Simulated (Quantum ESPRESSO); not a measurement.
# TiTe in Quantum ESPRESSO: the effect of functional

Crystal: TiTe.

```
Ti Te
1.0
     3.63109    0.00000    0.00000
     0.00000    3.63109    0.00000
     0.00000    0.00000    3.63109
Ti Te
1 1
Direct
  0.00000 0.00000 0.00000
  0.50000 0.50000 0.50000
```

The cell comes from a database or a generator and needn't be the stable form of this composition.

Alike in all runs:

* Program: Quantum ESPRESSO 7.5
* Task: single point
* Potentials or basis: PseudoDojo 0.4.1 SR LDA standard
* Cutoff: 1143 eV
* Density cutoff: 4572 eV
* k mesh: 5 × 5 × 5
* Occupations: gaussian, width 0.05 eV
* Spin: collinear spin, ferromagnetic start
* Starting moments: [2.0, 0.0] μB
* Hubbard terms: Ti d U = 6 eV

Question: One run gave: pressure -6.5 GPa. Which functional did it use?
A. LDA
B. RPBE
C. PBEsol
D. PW91
E. revPBE

Answer: A.

```csv
functional,pressure (GPa)
LDA,-6.5
PBEsol,-4.6
revPBE,-0.2
RPBE,0.3
PW91,-1.5
```

Caveats: the U is typed as a test and isn't derived for this compound; the potentials were made for another functional, which shifts forces and pressure (some runs).

Runs at the PBE level aren't shown here.
